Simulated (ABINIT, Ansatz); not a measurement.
# GaP (F-43m): from Born charge to LO-TO splitting

Wanted: the LO mode of GaP (F-43m) from the TO mode and the field response.

Main program and level: ABINIT 10.8.3; DFT LDA, scalar-relativistic, plane waves, HGH norm-conserving pseudopotentials.

### Step 1. The relaxed structure

The structure is cubic, space group F-43m (No. 216). Conventional cell: a = 5.320 Å, b = 5.320 Å, c = 5.320 Å, α = 90.00°, β = 90.00°, γ = 90.00°. Nearest to Ga lie 4 P at 2.30 Å. Nearest to P lie 4 Ga at 2.30 Å. Farther neighbours are not listed.

As a file:

```
Ga P
1.0
    -2.66020    0.00000    2.66020
     0.00000    2.66020    2.66020
    -2.66020    2.66020    0.00000
Ga P
1 1
Direct
  0.00000 0.00000 0.00000
  0.25000 0.25000 0.25000
```

This is the cell after its relaxation at this level of theory, not the database cell from which that began.

### Step 2. What the response run gave

A linear-response run on the relaxed cell, with the response to an electric field; only its zone-centre results are used. Cutoff 24 Ha, k mesh 6×6×6 with shifts.

Numbers of over 12 decimals in the logs are rounded to 6 here.

Log:

```text
[banners, grids, parts of the stress and lines that vanish by symmetry left out]
- input  file    -> dfpt_gamma.abi
- output file    -> dfpt_gamma.abo
- root for input  files -> dfpt_gammai
[...]
DATASET    1 : space group F-4 3 m (#216); Bravais cF (face-center cubic)
[...]
nfft =       32768          nkpt =         432
[...]
DATASET    2 : space group F-4 3 m (#216); Bravais cF (face-center cubic)
[...]
nfft =       32768          nkpt =         432
[...]
DATASET    3 : space group F-4 3 m (#216); Bravais cF (face-center cubic)
[...]
mpw =        1435          nfft =       32768          nkpt =         432
[...]
== DATASET  1 ==================================================================
[...]
cutoff_energies: {ecut:  24.0, pawecutdg:  -1.0, }
[...]
Exchange-correlation functional for the present dataset will be:
  LDA: Perdew-Wang 92 LSD fit to Ceperley-Alder data - ixc=7
[...]
- 15.00000   5.00000     10605                znucl, zion, pspdat
[...]
Perturbation : derivative vs k along direction   1
[...]
-ETOT  1  -9.302469     -9.302E+00 4.041E-01 0.000E+00
 ETOT  2  -9.318338     -1.587E-02 2.620E-03 0.000E+00
 ETOT  3  -9.318393     -5.500E-05 2.151E-05 0.000E+00
 ETOT  4  -9.318393     -3.528E-07 2.822E-07 0.000E+00
 ETOT  5  -9.318393     -3.182E-09 3.502E-09 0.000E+00
[...]
At SCF step   12   max residual=  9.97E-21 < tolwfr=  1.00E-20 =>converged.
[...]
Perturbation : derivative vs k along direction   2
[...]
-ETOT  1  -9.302469     -9.302E+00 4.041E-01 0.000E+00
[...]
At SCF step   12   max residual=  9.97E-21 < tolwfr=  1.00E-20 =>converged.
[...]
Perturbation : derivative vs k along direction   3
[...]
-ETOT  1  -9.302469     -9.302E+00 4.041E-01 0.000E+00
[...]
At SCF step   12   max residual=  9.97E-21 < tolwfr=  1.00E-20 =>converged.
[...]
1        1       3.3657048088   -0.0000000000
     1        2      -1.6828524044    0.0000000000
     1        3      -1.6828524044    0.0000000000
     2        1      -1.6828524044    0.0000000000
     2        2       3.3657048088   -0.0000000000
     2        3       1.6828524044   -0.0000000000
     3        1      -1.6828524044    0.0000000000
     3        2       1.6828524044   -0.0000000000
     3        3       3.3657048088   -0.0000000000
[...]
== DATASET  2 ==================================================================
[...]
cutoff_energies: {ecut:  24.0, pawecutdg:  -1.0, }
[...]
1    1   1    4         2.0185907200         0.0000000000
   2    1   1    4        -0.0000000000         0.0000000000
   3    1   1    4         0.0000000000         0.0000000000
   1    2   1    4        -2.0252673700         0.0000000000
   2    2   1    4        -0.0000000000         0.0000000000
[...]
Effective charges, in cartesian coordinates,
[...]
2    4   1    2         0.0000000000         0.0000000000
   3    4   1    2         0.0000000000         0.0000000000
   1    4   2    2         0.0000000000         0.0000000000
   2    4   2    2        -2.0252673702         0.0000000000
   3    4   2    2         0.0000000000         0.0000000000
   1    4   3    2         0.0000000000         0.0000000000
   2    4   3    2         0.0000000000         0.0000000000
   3    4   3    2        -2.0252673702         0.0000000000
  Phonon wavevector (reduced coordinates) :  0.00000  0.00000  0.00000
 Phonon energies in Hartree :
[...]
Phonon frequencies in cm-1    :
-  7.980020E-01  7.980020E-01  7.980022E-01  3.693708E+02  3.693708E+02
-  3.693708E+02
  Phonon at Gamma, with non-analyticity in the
[...]
Phonon energies in Hartree :
[...]
Phonon frequencies in cm-1    :
-  7.980020E-01  7.980020E-01  8.279346E-01  3.693708E+02  3.693708E+02
-  4.019027E+02
  Phonon at Gamma, with non-analyticity in the
[...]
Phonon energies in Hartree :
[...]
Phonon frequencies in cm-1    :
-  7.980020E-01  7.980022E-01  8.279345E-01  3.693708E+02  3.693708E+02
-  4.019027E+02
  Phonon at Gamma, with non-analyticity in the
[...]
Phonon energies in Hartree :
[...]
Phonon frequencies in cm-1    :
-  7.980020E-01  7.980022E-01  8.279344E-01  3.693708E+02  3.693708E+02
-  4.019027E+02
[...]
== DATASET  3 ==================================================================
[...]
cutoff_energies: {ecut:  24.0, pawecutdg:  -1.0, }
[...]
Exchange-correlation functional for the present dataset will be:
  LDA: Perdew-Wang 92 LSD fit to Ceperley-Alder data - ixc=7
[...]
j1 : displacement of atom   1 along direction   1
[...]
j1 : displacement of atom   2 along direction   1
[...]
j2 : displacement of atom   1 along direction   1
[...]
j2 : displacement of atom   2 along direction   1
[...]
j2 : displacement of atom   1 along direction   1
[...]
j2 : displacement of atom   2 along direction   1
[...]
1          1       -0.000000002        0.000000001        0.000000001
[...]
1          2       -0.000000000       -0.000000000        0.124350674
[...]
1          3       -0.000000000        0.124350673       -0.000000001
[...]
2          1        0.000000003       -0.000000001       -0.000000001
[...]
2          2       -0.000000000       -0.000000000       -0.123988672
[...]
2          3       -0.000000000       -0.123988671        0.000000001
[...]
strten2     0.0000000000E+00  0.0000000000E+00  0.0000000000E+00
           strten3     0.0000000000E+00  0.0000000000E+00  0.0000000000E+00
================================================================================
```

| quantity | value |
| --- | --- |
| cell volume Ω (Å³) | 37.651 |
| mass of Ga (u) | 69.723 |
| mass of P (u) | 30.974 |
| Born charge of Ga, raw (e) | 2.019 |
| Born charge of P, raw (e) | -2.025 |
| ε∞ | 9.942 |
| ω(TO) after the sum rule (cm⁻¹) | 369.4 |

### Step 3. The calculation

The charges must sum to zero over the cell; taking off their mean, -0.003 e, leaves Z* = 2.022 e on Ga. In the polar mode Ga moves against P, so the reduced mass is μ = 69.72 × 30.97 / 100.70 = 21.446 u.

A longitudinal wave builds up a field that adds to the restoring force: ω(LO)² = ω(TO)² + 4π Z*² / (μ Ω ε∞), in Hartree atomic units. With μ = 39094 electron masses and Ω = 254.08 bohr³ the second term is 5.2024e-07 Ha², or 25060 cm⁻² (1 Ha = 219474.6 cm⁻¹).

So ω(LO) = √(136434 + 25060) = 401.9 cm⁻¹, and by the Lyddane-Sachs-Teller relation ε₀ = ε∞ (ω(LO)/ω(TO))² = 11.77.

### Step 4. Check against the program

The analysis program adds the same non-analytic term to the full matrix.

Log:

```text
[banners, grids, parts of the stress and lines that vanish by symmetry left out]
-outvars_anaddb: echo values of input variables ----------------------

 Flags :
[...]
Dielectric Tensor and Effective Charges
[...]
Effective charge tensors after
[...]
1          1       -0.000000002        0.000000001        0.000000001
[...]
1          2       -0.000000000        0.000000000        0.124169673
[...]
1          3       -0.000000000        0.124169672       -0.000000001
[...]
2          1        0.000000002       -0.000000001       -0.000000001
[...]
2          2       -0.000000000       -0.000000000       -0.124169673
[...]
2          3       -0.000000000       -0.124169672        0.000000001
[...]
Phonon wavevector (reduced coordinates) :  0.00000  0.00000  0.00000
 Phonon energies in Hartree :
[...]
Phonon energies in meV     :
-  0.000000E+00  0.000000E+00  0.000000E+00  4.579590E+01  4.579590E+01
-  4.579590E+01
 Phonon frequencies in cm-1    :
-  0.000000E+00  0.000000E+00  0.000000E+00  3.693688E+02  3.693688E+02
-  3.693688E+02
 Phonon frequencies in Thz     :
-  0.000000E+00  0.000000E+00  0.000000E+00  1.107340E+01  1.107340E+01
-  1.107340E+01
 Phonon energies in Kelvin  :
-  0.000000E+00  0.000000E+00  0.000000E+00  5.314393E+02  5.314393E+02
-  5.314393E+02
[...]
-  1  0.00000000E+00  0.00000000E+00 -2.33406097E-03
-     0.00000000E+00  0.00000000E+00  0.00000000E+00
-  2  0.00000000E+00  0.00000000E+00 -2.33406095E-03
-     0.00000000E+00  0.00000000E+00  0.00000000E+00
[...]
-  1  0.00000000E+00  2.33406097E-03  0.00000000E+00
-     0.00000000E+00  0.00000000E+00  0.00000000E+00
-  2  0.00000000E+00  2.33406095E-03  0.00000000E+00
-     0.00000000E+00  0.00000000E+00  0.00000000E+00
[...]
-  1  2.33406098E-03  0.00000000E+00  0.00000000E+00
-     0.00000000E+00  0.00000000E+00  0.00000000E+00
-  2  2.33406095E-03  0.00000000E+00  0.00000000E+00
-     0.00000000E+00  0.00000000E+00  0.00000000E+00
[...]
-  1  0.00000000E+00 -1.15498144E-07 -1.55568311E-03
-     0.00000000E+00  0.00000000E+00  0.00000000E+00
-  2  0.00000000E+00  2.59990283E-07  3.50189605E-03
-     0.00000000E+00  0.00000000E+00  0.00000000E+00
[...]
-  1  1.77448566E-07  1.55568311E-03 -1.15493178E-07
-     0.00000000E+00  0.00000000E+00  0.00000000E+00
-  2 -3.99442807E-07 -3.50189603E-03  2.59979104E-07
-     0.00000000E+00  0.00000000E+00  0.00000000E+00
[...]
-  1  1.55568311E-03 -1.77445333E-07  0.00000000E+00
-     0.00000000E+00  0.00000000E+00  0.00000000E+00
-  2 -3.50189604E-03  3.99435531E-07  0.00000000E+00
[...]
-  4.982443E+01
 Phonon frequencies in cm-1    :
-  0.000000E+00  0.000000E+00  0.000000E+00  3.693688E+02  3.693688E+02
-  4.018612E+02
 Phonon frequencies in Thz     :
-  0.000000E+00  0.000000E+00  0.000000E+00  1.107340E+01  1.107340E+01
-  1.204749E+01
 Phonon energies in Kelvin  :
-  0.000000E+00  0.000000E+00  0.000000E+00  5.314393E+02  5.314393E+02
-  5.781885E+02
[...]
-  1  0.00000000E+00  0.00000000E+00 -2.33406097E-03
[...]
-  2  0.00000000E+00  0.00000000E+00 -2.33406095E-03
[...]
Phonon at Gamma, with non-analyticity in the
[...]
Phonon energies in Hartree :
[...]
Phonon energies in meV     :
-  0.000000E+00  0.000000E+00  0.000000E+00  4.579590E+01  4.579590E+01
-  4.982443E+01
 Phonon frequencies in cm-1    :
-  0.000000E+00  0.000000E+00  0.000000E+00  3.693688E+02  3.693688E+02
-  4.018612E+02
 Phonon frequencies in Thz     :
-  0.000000E+00  0.000000E+00  0.000000E+00  1.107340E+01  1.107340E+01
-  1.204749E+01
 Phonon energies in Kelvin  :
-  0.000000E+00  0.000000E+00  0.000000E+00  5.314393E+02  5.314393E+02
-  5.781885E+02
[...]
Phonon at Gamma, with non-analyticity in the
[...]
Phonon energies in Hartree :
[...]
Phonon energies in meV     :
-  0.000000E+00  0.000000E+00  0.000000E+00  4.579590E+01  4.579590E+01
-  4.982443E+01
 Phonon frequencies in cm-1    :
-  0.000000E+00  0.000000E+00  0.000000E+00  3.693688E+02  3.693688E+02
-  4.018612E+02
 Phonon frequencies in Thz     :
-  0.000000E+00  0.000000E+00  0.000000E+00  1.107340E+01  1.107340E+01
-  1.204749E+01
 Phonon energies in Kelvin  :
-  0.000000E+00  0.000000E+00  0.000000E+00  5.314393E+02  5.314393E+02
-  5.781885E+02
[...]
-  1  0.00000000E+00  2.33406097E-03  0.00000000E+00
[...]
-  2  0.00000000E+00  2.33406095E-03  0.00000000E+00
[...]
-  1  2.33406098E-03  0.00000000E+00  0.00000000E+00
[...]
-  2  2.33406095E-03  0.00000000E+00  0.00000000E+00
[...]
-  1  2.31473538E-04  9.65877758E-04 -1.19735130E-03
[...]
-  2 -5.21054873E-04 -2.17422396E-03  2.69527884E-03
[...]
-  1  1.24894088E-03 -8.24932402E-04 -4.24008474E-04
[...]
-  2 -2.81140875E-03  1.85695113E-03  9.54457619E-04
[...]
-         0.000000000       0.000000000       0.000000000
-         0.000000000       0.000000000      -0.000000000
[...]
-        -0.000000000      -0.007704475       0.006215036
-        -0.007704475      -0.000000000       0.001489439
-         0.006215036       0.001489439      -0.000000000
[...]
-        -0.000000000      -0.002728324      -0.005308109
-        -0.002728324       0.000000000       0.008036433
-        -0.005308109       0.008036433      -0.000000000
[...]
Direction                     Dielectric constant
[...]
0.00000   0.00000   1.00000     11.76775381
   1.00000   1.00000   1.00000     11.76775381
-
```

| quantity | by hand | program |
| --- | --- | --- |
| ω(LO) (cm⁻¹) | 401.9 | 401.9 |
| ε₀ | 11.77 | 11.77 |

### Step 5. Outcome

```json
{
 "TO mode": "369.4 cm⁻¹",
 "LO mode": "401.9 cm⁻¹",
 "static dielectric constant": "11.77"
}
```

What this shows: The LO mode of GaP (F-43m) lies at 402 cm⁻¹, 32 cm⁻¹ above the TO mode; the formula meets the program within 0.1 cm⁻¹, as it must for a cubic crystal with one polar mode. ω(LO)² − ω(TO)² goes with Z*²/ε∞: an error of 5 % in ε∞ would move the LO mode by 1.5 cm⁻¹, and semilocal functionals tend to overestimate ε∞. These are harmonic values at zero temperature, at the volume of this functional, for the structure held cubic; stability elsewhere in the zone is no part of this calculation.

[Host names and launcher messages were left out of these logs when they were recorded.]

[Logs are printed without paths, hosts, clocks, repeated set-up lines and the standing remarks that a program may print on its own settings, such as how far it seeks lower states.]

[Hosts, paths, dates, database ids (printed as entryN), source tags and the programs' standing remarks are cut or masked in the printed files.]
